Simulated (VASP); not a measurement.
Write the native input for VASP 6.6.1 that does the following.

| Item | Value |
| --- | --- |
| Task | density of states |
| Functional | LDA |
| Potentials or basis | VASP PAW LDA potentials, release 64 (I) |
| Cutoff | 700 eV |
| k mesh | 9 × 9 × 9 |
| Occupations | tetrahedron, width 0.05 eV |
| Spin | no spin polarisation |
| k mesh for the DOS | 14 × 14 × 14 |
| Occupations for the DOS | tetrahedron |
| Further INCAR settings | ALGO = Fast; EDIFF = 1e-07; NBANDS = 10 |

I:

```
CELL_PARAMETERS angstrom
-2.08938 2.08938 2.08938
2.08938 -2.08938 2.08938
2.08938 2.08938 -2.08938
ATOMIC_POSITIONS crystal
I 0.00000 0.00000 0.00000
```

The real solid is made of molecules; this cell is a model form.

The input as run:

POSCAR

```
I
3.6189
   -0.577350974688      0.577350974688      0.577350974688
    0.577350974688     -0.577350974688      0.577350974688
    0.577350974688      0.577350974688     -0.577350974688
I
1
Direct
    0.0000000000      0.0000000000      0.0000000000
```

INCAR.step1

```
SYSTEM = I
PREC     = Accurate       ! precision mode
ENCUT    = 700            ! plane-wave cutoff, eV
EDIFF    = 1E-7           ! SCF threshold, eV
ISMEAR   = -5             ! smearing method
SIGMA    = 0.05           ! smearing width, eV
LREAL    = .FALSE.        ! projectors in reciprocal space
LASPH    = .TRUE.         ! aspherical terms in the spheres
NELM     = 100            ! most SCF steps
ALGO     = Fast           ! electronic algorithm
ISIF     = 2              ! what is computed and relaxed
LWAVE    = .FALSE.        ! write WAVECAR
LCHARG   = .TRUE.         ! write CHGCAR
GGA      = CA             ! functional
NBANDS   = 10             ! bands
```

KPOINTS.step1

```
regular mesh
0
G
  9 9 9
  0 0 0
```

INCAR.step2

```
SYSTEM = I
PREC     = Accurate       ! precision mode
ENCUT    = 700            ! plane-wave cutoff, eV
EDIFF    = 1E-7           ! SCF threshold, eV
ISMEAR   = -5             ! smearing method
SIGMA    = 0.05           ! smearing width, eV
LREAL    = .FALSE.        ! projectors in reciprocal space
LASPH    = .TRUE.         ! aspherical terms in the spheres
NELM     = 100            ! most SCF steps
ALGO     = Fast           ! electronic algorithm
ISIF     = 2              ! what is computed and relaxed
LWAVE    = .FALSE.        ! write WAVECAR
LCHARG   = .FALSE.        ! write CHGCAR
GGA      = CA             ! functional
LORBIT   = 10             ! projections on sites
NBANDS   = 10             ! bands
NEDOS    = 2001           ! points of the DOS
ICHARG   = 11             ! starting density
```

KPOINTS.step2

```
regular mesh
0
G
  14 14 14
  0 0 0
```

Potentials or basis: VASP PAW LDA potentials, release 64 (I).

Command:

```bash
$ cat potpaw_LDA.64/I/POTCAR > POTCAR
$ cp INCAR.step1 INCAR
$ cp KPOINTS.step1 KPOINTS
$ mpirun -np 1 vasp_std > vasp.out
$ cp INCAR.step2 INCAR
$ cp KPOINTS.step2 KPOINTS
$ mpirun -np 1 vasp_std > vasp.out
```

Results of the run:

```yaml
Valence_electrons_inside_the_program's_atomic_spheres: I 4.15
```

Caveat: an odd number of electrons without spin polarisation forces a metal; a magnetic or distorted state may lie lower.

Run time: 23 s on 1 thread of Intel(R) Xeon(R) 6975P-C (Granite Rapids) (shared host), peak memory 0.19 GiB.
